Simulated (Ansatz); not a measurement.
## Sb under changes of volume

One of the cells (26.654 Å³/atom); the others are scaled copies at fixed shape and fractional positions:

```
Sb
1.0
     3.35453    0.00000    0.00000
    -1.67727    2.90511    0.00000
     0.00000    0.00000    5.47016
Sb
2
Cartesian
  1.6773 0.9684 4.1026
  0.0000 1.9367 1.3675
```

This isn't the form of Sb at room conditions, which is rhombohedral.

| Quantity | Value |
| --- | --- |
| Program | Ansatz 0.2.0 |
| Functional | HSE06 |
| Potentials or basis | Ansatz PAW |
| Cutoff | 420 eV (not typed: the program's choice for these potentials) |
| k mesh | 6 × 6 × 4 |
| Occupations | fermi-dirac, width 0.05 eV |
| Spin | no spin polarisation |

```csv
volume (Å³/atom),energy over the lowest point (meV/atom),pressure (GPa)
25.055,18.26,4.4
25.588,6.75,2.6
26.121,?,?
26.654,0.00,-0.4
27.187,3.67,-1.7
27.720,11.34,-2.9
28.253,22.64,-3.9
```

Question: What does the run at 26.121 Å³/atom give?

Answer: Energy over the lowest point 0.85 meV/atom; pressure 1.0 GPa.

Worked out: A Birch-Murnaghan fit of order 3 (a polynomial in V^(-2/3)) to the other rows has its minimum at 26.48 Å³/atom with B0 = V·E''(V) = 70 GPa and B' = 4.5 at fixed shape and positions, which overstates the stiffness. It gives 0.86 meV/atom at 26.121 Å³/atom, against the run's 0.85, and -dE/dV = 1.0 GPa, against 1.0.

Energies are extrapolated to zero smearing.

Caveats: some runs use coarse meshes; the PAW data sets come from PBE, with cores solved anew for the run's functional, which leaves a small shift of forces and pressure; the thresholds are loose for stress.
